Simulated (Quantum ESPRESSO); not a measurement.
**NaF (Villiaumite) in Quantum ESPRESSO: the effect of functional**

NaF (Villiaumite):

```xyz
2
Lattice="0.0000 2.3200 2.3200 2.3200 0.0000 2.3200 2.3200 2.3200 0.0000" Properties=species:S:1:pos:R:3 pbc="T T T"
Na    0.0000    0.0000    0.0000
F     2.3200    2.3200    2.3200
```

Alike in all runs:

| Property | Result |
| --- | --- |
| Program | Quantum ESPRESSO 7.5 |
| Task | phonons and Raman activities |
| Cutoff | 612 eV |
| Density cutoff | 4898 eV |
| k mesh | 6 × 6 × 6, shifted |
| Occupations | fermi-dirac, width 0.05 eV |
| Spin | no spin polarisation |

Each run relaxes the cell or the atoms first.

```tsv
functional	potentials or basis	relaxed volume (Å³/atom)	dielectric constant (mean)	highest phonon frequency (cm⁻¹)
LDA	GBRV 1.5 LDA	?	?	?
PBE	GBRV 1.5 PBE	13.10	1.86	227
PBEsol	GBRV 1.5 PBEsol	12.53	1.89	242
```

Task: What does the run with functional LDA give?

Result: Relaxed volume 11.57 Å³/atom; dielectric constant 1.93 mean; highest phonon frequency 277 cm⁻¹.
